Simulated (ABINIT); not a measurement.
The system is MgS (Niningerite).

```
S Mg
1.0
     0.00000    2.60165    2.60165
     2.60165    0.00000    2.60165
     2.60165    2.60165    0.00000
S Mg
1 1
Direct
  0.50000 0.50000 0.50000
  0.00000 0.00000 0.00000
```

* Program: ABINIT 10.8.3 (patched build)
* Task: relaxation of cell and atoms
* Functional: LDA
* Potentials or basis: PseudoDojo NC SR LDA v0.4.1 standard
* Cutoff: 1143 eV
* k mesh: 7 × 7 × 7
* Occupations: fermi-dirac, width 0.05 eV
* Spin: no spin polarisation

At the start: pressure -3.2 GPa; volume 17.61 Å³/atom.

Problem. How do energy, volume and symmetry change on relaxing?

Solution. Over 4 steps the energy falls by 7.3 meV/atom and the volume is 16.89 Å³/atom (-4.1 %); space group Fm-3m (No. 225, to 0.05 Å).

The path:
| step | energy change (eV) | largest force (eV/Å) | pressure (GPa) | volume (Å³) |
| --- | --- | --- | --- | --- |
| 1 | 0.0000 | 0.0000 | -3.17 | 35.22 |
| 2 | -0.0060 | 0.0000 | -2.48 | 34.88 |
| 3 | -0.0146 | 0.0000 | 0.14 | 33.73 |
| 4 | -0.0147 | 0.0000 | -0.01 | 33.79 |

Final structure:
```
S Mg
1.0
     0.00000    2.56596    2.56596
     2.56596    0.00000    2.56596
     2.56596    2.56596    0.00000
S Mg
1 1
Direct
  0.50000 0.50000 0.50000
  0.00000 0.00000 0.00000
```
